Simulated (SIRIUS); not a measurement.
# Pt (Fm-3m) in SIRIUS: further runs

Runs on Pt. Level: PBE. Tasks: relaxation of cell and atoms.

All numbers are computed with SIRIUS 7.10.0; they aren't measurements. Logs are shortened: lines on timing, memory, paths and dates and some standing lists are left out, and cuts for length are marked. The log counts tension as positive stress, the text compression.

### Step 1. Starting point

It takes space group Fm-3m (No. 225, cubic). The conventional cell has a = 3.922 Å, b = 3.922 Å, c = 3.922 Å, α = 90.00°, β = 90.00°, γ = 90.00°. Pt (site symmetry m-3m) has 12 Pt at 2.77 Å as nearest neighbours.

### Step 2. Relaxation of cell and atoms, PBE

run.py reads:

```python
import json, subprocess
import numpy as np
from ase import Atoms
from ase.io import read
from ase.calculators.calculator import Calculator, all_changes
from ase.units import Bohr, Hartree, GPa
from ase.optimize import BFGS
from ase.filters import FrechetCellFilter

class Sirius(Calculator):
    """Writes sirius.json, runs sirius.scf and reads out.json."""
    implemented_properties = ["energy", "free_energy", "forces", "stress", "magmom"]

    def __init__(self, config, files):
        super().__init__()
        self.config, self.files, self.calls = config, files, 0

    def calculate(self, atoms=None, properties=["energy"], system_changes=all_changes):
        super().calculate(atoms, properties, system_changes)
        symbols = atoms.get_chemical_symbols()
        types = list(dict.fromkeys(symbols))
        order = [i for t in types for i, s in enumerate(symbols) if s == t]
        frac = atoms.get_scaled_positions(wrap=False)
        m = atoms.get_initial_magnetic_moments()
        m = m if m.ndim == 2 else np.c_[0 * m, 0 * m, m]
        spin = self.config["parameters"]["num_mag_dims"] > 0
        rows = {t: [list(frac[i]) + (list(m[i]) if spin else []) for i in order if symbols[i] == t] for t in types}
        cell = {"lattice_vectors": (atoms.cell[:] / Bohr).tolist(), "atom_types": types, "atom_files": self.files, "atoms": rows}
        json.dump({**self.config, "unit_cell": cell}, open("sirius.json", "w"), indent=1)
        self.calls += 1
        with open(f"sirius_{self.calls:03d}.out", "w") as log:
            subprocess.run(["sirius.scf", "--input=sirius.json", "--output=out.json"], stdout=log, stderr=subprocess.STDOUT, check=True)
        gs = json.load(open("out.json"))["ground_state"]
        if not gs["converged"]:
            raise RuntimeError("SCF did not converge")
        self.results = {"energy": gs["energy"]["free"] * Hartree, "free_energy": gs["energy"]["free"] * Hartree}
        if "forces" in gs:
            f = np.zeros((len(atoms), 3))
            f[order] = np.array(gs["forces"]) * Hartree / Bohr
            self.results["forces"] = f
        if "stress" in gs:
            s = np.array(gs["stress"]) * Hartree / Bohr**3
            self.results["stress"] = s.flat[[0, 4, 8, 5, 2, 1]]
        if spin:
            self.results["magmom"] = gs["magnetisation"]["total"][2]

atoms = Atoms(['Pt'],
              cell=[[0.0, 1.9609, 1.9609], [1.9609, 0.0, 1.9609], [1.9609, 1.9609, 0.0]],
              scaled_positions=[[0.0, 0.0, 0.0]], pbc=True)

config = {
    "control": {
        "processing_unit": 'cpu',
        "verbosity": 1,
        "print_forces": True,
        "print_stress": True,
    },
    "parameters": {
        "electronic_structure_method": 'pseudopotential',
        "xc_functionals": ['XC_GGA_X_PBE', 'XC_GGA_C_PBE'],
        "gk_cutoff": 9.2,
        "pw_cutoff": 18.4,
        "ngridk": [6, 6, 6],
        "shiftk": [0, 0, 0],
        "smearing": 'fermi_dirac',
        "smearing_width": 0.0018374661,
        "num_bands": 16,
        "num_mag_dims": 0,
        "num_dft_iter": 100,
        "energy_tol": 1e-08,
        "density_tol": 1e-06,
    },
    "iterative_solver": {
        "type": 'davidson',
        "min_tolerance": 1e-09,
        "tolerance_scale": [0.1, 0.25],
    },
    "mixer": {
        "type": 'anderson',
        "beta": 0.7,
        "max_history": 8,
    },
    "settings": {
        "tol_ne": 1e-10,
        "pseudo_grid_cutoff": 6.5,
    },
}
dft = Sirius(config, {'Pt': 'Pt.json'})
atoms.calc = dft
results = {"symbols": atoms.get_chemical_symbols(), "cell": atoms.cell[:].tolist(), "frac": atoms.get_scaled_positions(wrap=False).tolist(), "steps": []}

def note():
    results["steps"].append({"energy": atoms.get_potential_energy(), "cell": atoms.cell[:].tolist(), "positions": atoms.positions.tolist(),
                             "forces": atoms.get_forces().tolist(), "stress": atoms.get_stress().tolist()})
    json.dump(results, open("results.json", "w"))

opt = BFGS(FrechetCellFilter(atoms, scalar_pressure=0.0 * GPa))
opt.attach(note)
results["converged"] = bool(opt.run(fmax=0.02, steps=30))
print("converged:", results["converged"])
print("cell parameters:", atoms.cell.cellpar().round(5))
print("volume per atom (A^3):", round(atoms.get_volume() / len(atoms), 4))
print(atoms.get_scaled_positions().round(6))
json.dump(results, open("results.json", "w"))
```

Potentials or basis: PseudoDojo 0.4.1 PBE standard (scalar relativistic).

Command:

```console
$ upf_to_json Pt.upf
$ OMP_NUM_THREADS=1 python run.py
```

What it wrote:

```text
Step          Energy          fmax
BFGS:    0    -3553.704849        0.636924
BFGS:    1    -3553.712492        0.071361
BFGS:    2    -3553.712590        0.002837
converged: True
cell parameters: [ 2.79591  2.79591  2.79591 60.      60.      60.     ]
volume per atom (A^3): 15.4546
[[0. 0. 0.]]
```

sirius_001.out:

```text
[info] SIRIUS version : 7.10.0
[info] number of MPI ranks           : 1
[info] MPI grid                      : 1 1
[info] maximum number of OMP threads : 1
[fft] FFT context for density and potential
[fft] =====================================
[fft]   comm size                             : 1
[fft]   plane wave cutoff                     : 18.4
[fft]   grid size                             : 36 36 36   total : 46656
[fft]   grid limits                           : -17 18   -17 18   -17 18
[fft]   number of G-vectors within the cutoff : 5389
[fft]   local number of G-vectors             : 5389
[fft]   number of G-shells                    : 324
[fft] FFT context for coarse grid
[fft] =====================================
[fft]   comm size                             : 1
[fft]   plane wave cutoff                     : 18.4
[fft]   grid size                             : 36 36 36   total : 46656
[fft]   grid limits                           : -17 18   -17 18   -17 18
[fft]   number of G-vectors within the cutoff : 5389
[fft]   local number of G-vectors             : 5389
[fft]   number of G-shells                    : 324
[unit cell] lattice vectors
[unit cell]   a1 :       0.0000000000      3.7055639602      3.7055639602
[unit cell]   a2 :       3.7055639602      0.0000000000      3.7055639602
[unit cell]   a3 :       3.7055639602      3.7055639602      0.0000000000
[unit cell] reciprocal lattice vectors
[unit cell]   b1 :      -0.8478041905      0.8478041905      0.8478041905
[unit cell]   b2 :       0.8478041905     -0.8478041905      0.8478041905
[unit cell]   b3 :       0.8478041905      0.8478041905     -0.8478041905
[unit cell] unit cell volume :       101.76371129 [a.u.^3]
[unit cell] 1/sqrt(omega)    :         0.09912964
[unit cell] MT volume        :         0.00000000 ( 0.00%)
[unit cell] IT volume        :       101.76371129 (100.00%)
[... 241 lines left out ...]
[find] xc contribution                :     -23.78606919
[find] ewald contribution             :    -100.22059584
[find] PAW contribution               :       0.00000000
[find] smearing (-TS)                 :      -0.00040370
[find] SCF correction                 :       0.00000039
[find] Total energy                   :    -130.59584176 (Ha),    -261.19168353 (Ry)
[find] Free energy (E-TS)             :    -130.59624547 (Ha),    -261.19249094 (Ry)
[find] band gap (eV)                  :       0.00000000
[find] Efermi                         :       0.86592312
[find] iteration : 10, RMS : 2.685648657856e-08, energy difference : 6.502887117676e-11
[find] Hartree energy of density residual : 3.057904095702e-14
[find] bands are converged : true
[find] iterative solver converged : true
[find] converged after 11 SCF iterations!
[find] Charges and magnetic moments
[find] --------------------------------------------------------------------------------
[find] total charge          : 18.000000
[find] Energy
[find] --------------------------------------------------------------------------------
[find] valence_eval_sum               :      -4.65167556
[find] <rho|V^{XC}>                   :     -17.06270591
[find] <rho|E^{XC}>                   :     -23.78606919
[find] <mag|B^{XC}>                   :       0.00000000
[find] <rho|V^{H}>                    :      38.00041496
[find] one-electron contribution      :     -25.58938461 (Ha),     -51.17876921 (Ry)
[find] hartree contribution           :      19.00020748
[find] xc contribution                :     -23.78606919
[find] ewald contribution             :    -100.22059584
[find] PAW contribution               :       0.00000000
[find] smearing (-TS)                 :      -0.00040370
[find] SCF correction                 :       0.00000039
[find] Total energy                   :    -130.59584176 (Ha),    -261.19168353 (Ry)
[find] Free energy (E-TS)             :    -130.59624547 (Ha),    -261.19249094 (Ry)
[find] band gap (eV)                  :       0.00000000
[find] Efermi                         :       0.86592312
[ground_state] === stress tensor components [kbar] ===
[ground_state] === stress_kin ===
[ground_state] -71896.721182    0.000000    0.000000
[ground_state]     0.000000-71896.721182   -0.000000
[ground_state]     0.000000   -0.000000-71896.721182
[ground_state] === stress_har ===
[ground_state] -18310.565500    0.000000    0.000000
[ground_state]     0.000000-18310.565500   -0.000000
[ground_state]     0.000000   -0.000000-18310.565500
[ground_state] === stress_ewald ===
[ground_state] 96582.933981   -0.000000   -0.000000
[ground_state]    -0.00000096582.933981    0.000000
[ground_state]    -0.000000    0.00000096582.933981
[ground_state] === stress_vloc ===
[ground_state] 11000.433360   -0.000000    0.000000
[ground_state]    -0.00000011000.433360    0.000000
[ground_state]     0.000000    0.00000011000.433360
[ground_state] === stress_xc ===
[ground_state] -18880.194672    0.000000   -0.000000
[ground_state]     0.000000-18880.194672   -0.000000
[ground_state]    -0.000000   -0.000000-18880.194672
[ground_state] === stress_core ===
[ground_state] 35264.967197   -0.000000    0.000000
[ground_state]    -0.00000035264.967197    0.000000
[ground_state]     0.000000    0.00000035264.967197
[ground_state] === stress_nonloc ===
[ground_state] -33828.524016    0.000000   -0.000000
[ground_state]     0.000000-33828.524016   -0.000000
[ground_state]    -0.000000   -0.000000-33828.524016
[ground_state] === stress_us_nl ===
[ground_state] -33828.524016    0.000000   -0.000000
[ground_state]     0.000000-33828.524016   -0.000000
[ground_state]    -0.000000   -0.000000-33828.524016
[ground_state] === stress_total ===
[ground_state]   -67.670833    0.000000    0.000000
[ground_state]     0.000000  -67.670833   -0.000000
[ground_state]     0.000000   -0.000000  -67.670833
[ground_state] ==== total Forces in Ha/bohr =====
[ground_state] atom:    0, force:       0.0000000      0.0000000      0.0000000
```

sirius_003.out:

```text
[info] SIRIUS version : 7.10.0
[info] number of MPI ranks           : 1
[info] MPI grid                      : 1 1
[info] maximum number of OMP threads : 1
[fft] FFT context for density and potential
[fft] =====================================
[fft]   comm size                             : 1
[fft]   plane wave cutoff                     : 18.4
[fft]   grid size                             : 36 36 36   total : 46656
[fft]   grid limits                           : -17 18   -17 18   -17 18
[fft]   number of G-vectors within the cutoff : 5485
[fft]   local number of G-vectors             : 5485
[fft]   number of G-shells                    : 329
[fft] FFT context for coarse grid
[fft] =====================================
[fft]   comm size                             : 1
[fft]   plane wave cutoff                     : 18.4
[fft]   grid size                             : 36 36 36   total : 46656
[fft]   grid limits                           : -17 18   -17 18   -17 18
[fft]   number of G-vectors within the cutoff : 5485
[fft]   local number of G-vectors             : 5485
[fft]   number of G-shells                    : 329
[unit cell] lattice vectors
[unit cell]   a1 :       0.0000000000      3.7360079422      3.7360079422
[unit cell]   a2 :       3.7360079422      0.0000000000      3.7360079422
[unit cell]   a3 :       3.7360079422      3.7360079422      0.0000000000
[unit cell] reciprocal lattice vectors
[unit cell]   b1 :      -0.8408956036      0.8408956036      0.8408956036
[unit cell]   b2 :       0.8408956036     -0.8408956036      0.8408956036
[unit cell]   b3 :       0.8408956036      0.8408956036     -0.8408956036
[unit cell] unit cell volume :       104.29256965 [a.u.^3]
[unit cell] 1/sqrt(omega)    :         0.09792043
[unit cell] MT volume        :         0.00000000 ( 0.00%)
[unit cell] IT volume        :       104.29256965 (100.00%)
[... 241 lines left out ...]
[find] xc contribution                :     -23.77215802
[find] ewald contribution             :     -99.40391823
[find] PAW contribution               :       0.00000000
[find] smearing (-TS)                 :      -0.00042415
[find] SCF correction                 :       0.00000034
[find] Total energy                   :    -130.59610580 (Ha),    -261.19221159 (Ry)
[find] Free energy (E-TS)             :    -130.59652995 (Ha),    -261.19305990 (Ry)
[find] band gap (eV)                  :       0.00000000
[find] Efermi                         :       0.83779978
[find] iteration : 10, RMS : 1.162197431661e-08, energy difference : -1.762145984685e-12
[find] Hartree energy of density residual : 2.760058662492e-15
[find] bands are converged : true
[find] iterative solver converged : true
[find] converged after 11 SCF iterations!
[find] Charges and magnetic moments
[find] --------------------------------------------------------------------------------
[find] total charge          : 18.000000
[find] Energy
[find] --------------------------------------------------------------------------------
[find] valence_eval_sum               :      -5.07668414
[find] <rho|V^{XC}>                   :     -17.04399059
[find] <rho|E^{XC}>                   :     -23.77215802
[find] <mag|B^{XC}>                   :       0.00000000
[find] <rho|V^{H}>                    :      38.77467268
[find] one-electron contribution      :     -26.80736623 (Ha),     -53.61473247 (Ry)
[find] hartree contribution           :      19.38733634
[find] xc contribution                :     -23.77215802
[find] ewald contribution             :     -99.40391823
[find] PAW contribution               :       0.00000000
[find] smearing (-TS)                 :      -0.00042415
[find] SCF correction                 :       0.00000034
[find] Total energy                   :    -130.59610580 (Ha),    -261.19221159 (Ry)
[find] Free energy (E-TS)             :    -130.59652995 (Ha),    -261.19305990 (Ry)
[find] band gap (eV)                  :       0.00000000
[find] Efermi                         :       0.83779978
[ground_state] === stress tensor components [kbar] ===
[ground_state] === stress_kin ===
[ground_state] -70094.553927    0.000000   -0.000000
[ground_state]     0.000000-70094.553927   -0.000000
[ground_state]    -0.000000   -0.000000-70094.553927
[ground_state] === stress_har ===
[ground_state] -18230.606939    0.000000   -0.000000
[ground_state]     0.000000-18230.606939   -0.000000
[ground_state]    -0.000000   -0.000000-18230.606939
[ground_state] === stress_ewald ===
[ground_state] 93473.065599   -0.000000    0.000000
[ground_state]    -0.00000093473.065599    0.000000
[ground_state]     0.000000    0.00000093473.065599
[ground_state] === stress_vloc ===
[ground_state] 11863.808988   -0.000000    0.000000
[ground_state]    -0.00000011863.808988    0.000000
[ground_state]     0.000000    0.00000011863.808988
[ground_state] === stress_xc ===
[ground_state] -18432.767195    0.000000   -0.000000
[ground_state]     0.000000-18432.767195   -0.000000
[ground_state]    -0.000000   -0.000000-18432.767195
[ground_state] === stress_core ===
[ground_state] 34409.025085   -0.000000    0.000000
[ground_state]    -0.00000034409.025085    0.000000
[ground_state]     0.000000    0.00000034409.025085
[ground_state] === stress_nonloc ===
[ground_state] -32987.677532    0.000000   -0.000000
[ground_state]     0.000000-32987.677532   -0.000000
[ground_state]    -0.000000   -0.000000-32987.677532
[ground_state] === stress_us_nl ===
[ground_state] -32987.677532    0.000000   -0.000000
[ground_state]     0.000000-32987.677532   -0.000000
[ground_state]    -0.000000   -0.000000-32987.677532
[ground_state] === stress_total ===
[ground_state]     0.294079   -0.000000    0.000000
[ground_state]    -0.000000    0.294079    0.000000
[ground_state]     0.000000    0.000000    0.294079
[ground_state] ==== total Forces in Ha/bohr =====
[ground_state] atom:    0, force:       0.0000000      0.0000000      0.0000000
```

Wall time 31 s (1 thread of Arm Neoverse V1, shared host); peak memory 0.21 GiB.

Results:

```
Free energy                            : -3553.7126 eV
Relaxed volume                         : 15.45 Å³/atom
Relaxed cell                           : a = 2.796 Å, b = 2.796 Å, c = 2.796 Å, α = 60.00°, β = 60.00°, γ = 60.00°
Space group after relaxing (to 0.05 Å) : Fm-3m (No. 225)
Energy gained by relaxing              : 7.7 meV/atom
Ionic steps                            : 3
Pressure after relaxing                : 0.0 GPa
Band gap on the k mesh                 : none (metal or under the smearing width)
```

The path:
```tsv
step	energy change (eV)	largest force (eV/Å)	pressure (GPa)	volume (Å³)
1	0.0000	0.0000	6.77	15.08
2	-0.0076	0.0000	-0.74	15.50
3	-0.0077	0.0000	-0.03	15.45
```

Final structure:
```
Pt
1.0
     0.00000    1.97701    1.97701
     1.97701    0.00000    1.97701
     1.97701    1.97701    0.00000
Pt
1
Cartesian
  0.0000 0.0000 0.0000
```

Caveat: the k mesh is coarse (spacing up to 0.46 Å⁻¹), so the values aren't converged.

(Continued in part 2 of 3.)
